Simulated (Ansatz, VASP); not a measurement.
**Two plane-wave programs on Ru**

```
CELL_PARAMETERS angstrom
2.68952 0.00000 0.00000
-1.34476 2.32920 0.00000
0.00000 0.00000 4.25192
ATOMIC_POSITIONS crystal
Ru 0.33333 0.66667 0.25000
Ru 0.66667 0.33333 0.75000
```

Alike in both runs: functional PBEsol; k mesh 18 × 18 × 10; occupations gaussian, width 0.1 eV; no spin polarisation.

Ansatz relaxed the structure, and its values are those at the end. VASP's run is a single point on that final structure, the one shown.

|  | VASP | Ansatz |
| --- | --- | --- |
| version | VASP 6.6.1 | Ansatz 0.2.0 |
| potentials or method | VASP PAW PBE potentials, release 64 (Ru_pv) | scalar-relativistic, plane waves, PAW |
| plane-wave cutoff (eV) | 520 | 420 |
| valence electrons in the cell | 28 | 32 |

|  | VASP | Ansatz | Ansatz less VASP |
| --- | --- | --- | --- |
| gap on the k mesh at the Fermi level (eV) | none | none | - |
| pressure (GPa) | 0.0 | 0.0 | +0.01 |

A gap of «none» marks a metal or a gap that the smearing closes. The two sets of potentials don't hold the same shells in valence.

Caveats: the PAW data sets were made with another functional, which shifts forces and pressure a little (VASP).
